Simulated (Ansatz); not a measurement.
NaI, space group Fm-3m, a relaxation driven by ASE

Program: Ansatz 0.2.0, Python API.

The cells in order, each with its output:

```python
import warnings

import ansatz as az
from ase import Atoms
from ase.calculators.calculator import Calculator, all_changes
from ase.filters import FrechetCellFilter
from ase.optimize import BFGSLineSearch
from ase.units import GPa
import numpy as np

KMESH = (4, 4, 4)
OCCUPATIONS = 'Fixed'
```

```python
class Ansatz(Calculator):
    implemented_properties = ['energy', 'free_energy', 'forces', 'stress']

    def calculate(self, atoms=None, properties=('energy',), system_changes=all_changes):
        super().calculate(atoms, properties, system_changes)
        bare = self.atoms.copy()
        bare.set_constraint()
        bare.set_momenta(None)
        job = (
            az.Crystal.from_ase(bare).calculation()
            .functional(az.Functional.PBESOL)
            .basis(38 * az.Ry)
            .kpoints(*KMESH)
            .occupations(OCCUPATIONS)
            .forces()
            .stress()
        )
        report = job.run().report
        self.results['energy'] = self.results['free_energy'] = report['lagrangian_ev']
        self.results['forces'] = np.array(report['forces_ev_ang'])
        s = -np.array(report['stress_gpa']) * GPa  # ASE counts tension as positive
        self.results['stress'] = s[[0, 1, 2, 1, 0, 0], [0, 1, 2, 2, 2, 1]]
```

```python
warnings.simplefilter('ignore')
atoms = Atoms(
    ['Na', 'I'],
    cell=[(0.0, 3.2364, 3.2364), (3.2364, 0.0, 3.2364), (3.2364, 3.2364, 0.0)],
    scaled_positions=[
        (0.0, 0.0, 0.0),
        (0.5, 0.5, 0.5),
    ],
    pbc=True,
)
atoms.calc = Ansatz()
before = atoms.get_potential_energy(), atoms.get_volume()
target = FrechetCellFilter(atoms)
optimiser = BFGSLineSearch(target, logfile=None)
```

```python
def tell():
    fmax = np.linalg.norm(target.get_forces(), axis=1).max()
    print(f'step {optimiser.nsteps:2d}  E = {atoms.get_potential_energy():.5f} eV  fmax = {fmax:.4f}  V = {atoms.get_volume():.3f} A^3')
```

```python
optimiser.attach(tell)
met = optimiser.run(fmax=0.02, steps=15)
print('threshold met:', bool(met), ' energy gained:', round(before[0] - atoms.get_potential_energy(), 5), 'eV')
print('cell lengths and angles:', np.round(atoms.cell.cellpar(), 3))
np.round(atoms.get_scaled_positions(), 4)
```

    step  0  E = -8910.67334 eV  fmax = 0.0960  V = 67.798 A^3
    step  1  E = -8910.67612 eV  fmax = 0.0021  V = 65.852 A^3
    threshold met: True  energy gained: 0.00278 eV
    cell lengths and angles: [ 4.533  4.533  4.533 60.    60.    60.   ]
    array([[0. , 0. , 0. ],
           [0.5, 0.5, 0.5]])

Reading the output:
- Absolute energies stand on the zero of these potentials, so only differences at equal settings mean something. A total without «per atom» is that of the cell as typed.
- The calculator gives ASE the free energy under both names; ASE's own meaning of energy is the limit of zero smearing.
- The k-point mesh is coarse, and energy and stress weren't tested for convergence.
- The structure is a deposited one; some such entries were measured under pressure or heat, so a shift against it needn't be the functional's error alone.
- It ran for 3.2 s on 1 thread of Arm Neoverse V2, with other jobs on the host, peak memory 0.43 GiB.
